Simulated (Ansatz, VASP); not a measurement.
## Two plane-wave programs on VSi2

```
Si V
1.0
    -1.55533    1.55533    3.87607
     1.55533   -1.55533    3.87607
     1.55533    1.55533   -3.87607
Si V
2 1
Direct
  0.33541 0.33541 0.00000
  0.66459 0.66459 0.00000
  0.00000 0.00000 0.00000
```

Alike in both runs: functional PBEsol; k mesh 8 × 8 × 8; occupations gaussian, width 0.1 eV; no spin polarisation.

Ansatz relaxed the structure, and its values are those at the end. VASP's run is a single point on that final structure, the one shown.

|  | VASP | Ansatz |
| --- | --- | --- |
| version | VASP 6.6.1 | Ansatz 0.2.0 |
| potentials or method | VASP PAW PBE potentials, release 64 (Si, V_sv) | scalar-relativistic, plane waves, PAW |
| plane-wave cutoff (eV) | 520 | 420 |
| valence electrons in the cell | 21 | 21 |

|  | VASP | Ansatz | Ansatz less VASP |
| --- | --- | --- | --- |
| gap on the k mesh at the Fermi level (eV) | none | none | - |
| pressure (GPa) | 0.3 | 0.1 | -0.25 |
| rms of the force components (eV/Å) | 0.004 | 0.004 | +0.0003 |

A gap of «none» marks a metal or a gap that the smearing closes.

Caveats: the PAW data sets were made with another functional, which shifts forces and pressure a little (VASP).
